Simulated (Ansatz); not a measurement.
# Tantalum, hcp under RPBE: ground state and equation of state

The plan for tantalum in the hcp structure: relax it, solve it on a dense k-mesh, then scale the cell to 7 volumes from 88 to 112 % of the relaxed one and try a fit of the equation of state. Spin polarisation is left out. The k-meshes are 12×12×7 for the relaxation; 20×20×10 for the dense run; 14×14×7 for the volumes.

This is Ta in the hcp structure; at room conditions it is bcc.

Program: Ansatz 0.2.0. Level of theory: DFT RPBE, plane waves (420 eV) with PAW, scalar-relativistic; PBE-made PAW files. These are calculated values, not measurements.

## 1. The starting structure

It takes space group P6_3/mmc (No. 194, hexagonal). The conventional cell has a = 2.945 Å, b = 2.945 Å, c = 4.809 Å, α = 90.00°, β = 90.00°, γ = 120.00°. Around Ta (site symmetry -6m2) lie 12 Ta at 2.95 Å.

Structure file:

```
CELL_PARAMETERS angstrom
2.94513 0.00000 0.00000
-1.47256 2.55056 0.00000
0.00000 0.00000 4.80940
ATOMIC_POSITIONS crystal
Ta 0.33333 0.66667 0.25000
Ta 0.66667 0.33333 0.75000
```

## 2. Relaxing cell and atoms

Input file input.yaml:

```yaml
crystal:
  lattice:
    - [2.9451288715, 0.0, 0.0]
    - [-1.4725644358, 2.5505564202, 0.0]
    - [0.0, 0.0, 4.8093954472]
  atoms:
    - { symbol: Ta, position: [0.3333333333, 0.6666666667, 0.25] }
    - { symbol: Ta, position: [0.6666666667, 0.3333333333, 0.75] }
hamiltonian:
  xc: rpbe
  pseudopotentials:
    kind: paw
    azcp:
      Ta: "pseudopotentials/Ta.paw.azcp"
basis:
  ecutwfc: 420
  fft_grid_basis: typed
kpoints:
  mp_grid: { grid: [12, 12, 7], shift: [0, 0, 0] }
magnetization:
  spin_polarized: false
scf:
  occupations: { method: fermi_dirac, width: 0.1 }
relax:
  max_steps: 60
  f_tol: 0.01
  cell: {}
output:
  write_density: true
  write_potential: true
  elf: true
  volumetric_format: npy
```

After this run come: The energy on a finer k-mesh; The cell scaled to 88 % of its volume; The cell scaled to 92 % of its volume; The cell scaled to 96 % of its volume; The cell scaled to 100 % of its volume; The cell scaled to 104 % of its volume; The cell scaled to 108 % of its volume; The cell scaled to 112 % of its volume.

Before running it: what results should come out? Wanted: space group; conventional cell; volume; shortest distance; gap on the mesh; relative to bcc; V₀, B₀, B₀′.

**Answer**, as computed:

| quantity | value |
| --- | --- |
| space group (spins left aside) | P6_3/mmc (No. 194) |
| conventional cell | a = 2.917 Å, c = 5.175 Å (c/a = 1.774) |
| volume | 19.074 Å³/atom |
| shortest distance | 2.917 Å |
| gap on the mesh | none (levels filled in part) |
| relative to bcc | +274 meV/atom |
| V₀, B₀, B₀′ | 19.071 Å³/atom, 183 GPa, 3.8 |

From the guessed start the volume grew by 5.6 % in 8 steps. Against the reference form of tantalum (bcc, computed apart with the same settings) it stands 274 meV/atom higher. No gap shows: it is a metal or semimetal at this level. The fitted modulus is 183 GPa; letting shape and positions relax at each volume could only lower it. The symmetry was held, so the structure may be unstable against distortions that break it.
